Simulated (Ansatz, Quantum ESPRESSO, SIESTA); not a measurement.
**SiC: programs and potentials compared**

```xyz
12
Lattice="3.0950 0.0000 0.0000 -1.5475 2.6803 0.0000 0.0000 0.0000 15.1700" Properties=species:S:1:pos:R:3 pbc="T T T"
Si    1.5475    0.8934    6.9524
Si    0.0000    1.7869   14.5374
Si    1.5475    0.8934   12.0101
Si    0.0000    1.7869    4.4251
Si    0.0000    0.0000    9.4812
Si    0.0000    0.0000    1.8962
C     1.5475    0.8934    5.0562
C     0.0000    1.7869   12.6412
C     1.5475    0.8934   10.1138
C     0.0000    1.7869    2.5288
C     0.0000    0.0000    7.5850
C     0.0000    0.0000    0.0000
```

Alike in all runs: task band structure; functional LDA; k mesh 10 × 10 × 2; occupations fermi-dirac, width 0.05 eV; no spin polarisation; no spin-orbit coupling. LDA stands for any of its common fits. Pressure is positive in compression and, in plane waves, holds the error of the finite cutoff, which Ansatz's Pulay term estimates and takes out. Gaps are the smaller of the mesh's and the band path's.

```tsv
program and potentials	plane-wave cutoff (eV)	notes	band gap (eV)	pressure (GPa)	largest force (eV/Å)
Ansatz, Ansatz PAW	420	potentials made for PBE, which Ansatz adapts in part; Pulay term of +0.39 GPa included	1.97	-7.28	0.144
SIESTA, files PseudoDojo sr-lda-0.4.1-standard, DZP (energy shift 0.003 Ry)	-	atomic basis	1.97	-5.00	0.142
Quantum ESPRESSO, GBRV 1.5 LDA	612	-	1.98	-7.38	0.144
Ansatz, JTH PAW LDA	780	Pulay term of +0.07 GPa included	1.97	-7.56	0.145
```

Force on atom 12 (C), eV/Å:

```csv
program and potentials,x,y,z
"Ansatz, Ansatz PAW",0.000,0.000,-0.144
"SIESTA, files PseudoDojo sr-lda-0.4.1-standard, DZP (energy shift 0.003 Ry)",0.000,0.000,-0.142
"Quantum ESPRESSO, GBRV 1.5 LDA",0.000,0.000,-0.144
"Ansatz, JTH PAW LDA",0.000,0.000,-0.145
```

The band gap spans 1.97 (SIESTA, files PseudoDojo sr-lda-0.4.1-standard, DZP (energy shift 0.003 Ry)) to 1.98 eV (Quantum ESPRESSO, GBRV 1.5 LDA). The pressure spans -7.56 (Ansatz, JTH PAW LDA) to -5.00 GPa (SIESTA, files PseudoDojo sr-lda-0.4.1-standard, DZP (energy shift 0.003 Ry)). The pressure on the cell as given of SIESTA, files PseudoDojo sr-lda-0.4.1-standard, DZP (energy shift 0.003 Ry) lies far from the others; the cause wasn't traced. The paths' points differ, which is worth about 0.01 eV. Rows in atomic bases carry the error of their basis and grid, which can be large.

Differences between rows come from potentials, basis sets and numerical settings, since the functional is the same but for its coding. Runs on potential files found faulty are left out.
